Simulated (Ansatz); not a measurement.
# SiC films: biaxial stress and wafer bow

Plane-wave DFT in Ansatz, r2SCAN, scalar-relativistic PAW potentials, cutoff 500 eV, no spin-orbit coupling; no spin polarisation. SiC in space group P6_3mc, strained equally along a and b of the conventional cell, with c and the atoms relaxed within the symmetry (a film with c along the normal). Stress is the in-plane mean, tension positive.

| strain (%) | stress (GPa) | E − E(0) (meV/atom) |
| --- | --- | --- |
| -6.0 | -48.32 | 167.3 |
| -4.0 | -29.78 | 71.3 |
| -2.0 | -13.74 | 17.1 |
| +0.0 | -0.01 | 0.0 |
| +2.0 | ? | 15.6 |
| +4.0 | 21.23 | 59.4 |
| +6.0 | 29.09 | 127.5 |

Fit the stress, get the biaxial modulus and predict the missing row.

A parabola through the given rows is σ = 0.06 + 6.425 ε -0.2691 ε² GPa (ε in %), so M = dσ/dε = 642 GPa at zero. It predicts 11.83 GPa at +2.0 %; the run gave 11.59 GPa. The miss is 0.24 GPa, so the fit holds. The negative square term means that the film is stiffer in compression than in tension. The energies check it: E/V = Mε² at small strain, and a cubic fit with V = 10.34 Å³/atom gives M = 635 GPa, in agreement.

How much does a 100 nm film at +0.5 % strain bow a 300 mm Si(001) wafer 775 μm thick?

The fit, without its small constant, gives σ = 3.15 GPa. Stoney's formula, κ = 6σt_f/(M_s t_s²) with M_s = 180.5 GPa for Si(001) (literature), gives |κ| = 17.43×10⁻³ m⁻¹ and a bow κr²/2 = 196.1 μm at r = 150 mm, with the film side concave (tension pulls the edges up). This assumes a single-crystal or fully textured, unrelaxed film at 0 K.

Cost: about 5.8 core-minutes for the runs cited, on Arm Neoverse V1 (shared hosts).

The in-plane stiffness falls steadily from the most compressed to the most stretched film, and compression costs more energy than an equal tension throughout. This is ordinary bond anharmonicity: squeezing the short, strong, partly ionic sp³ Si–C bonds meets steeply rising repulsion, while stretching them weakens the restoring force. The high modulus comes from the same stiff bonds and their resistance to bending, and relaxation along c lowers it only modestly, as expected from the small Poisson response of SiC.

At +0.5 % strain the curvature of the stress law hardly matters, so the bow is governed by the linear modulus and the assumed strain. That strain can't be read as the lattice mismatch with silicon, which is far too large for a coherent film of this thickness; a residual tension from growth and from the greater thermal contraction of SiC on cooling is more plausible. Since SiC on Si(001) usually grows as the cubic polytype, whose (001) biaxial modulus is lower, the bow for such a film at equal strain would probably be smaller.
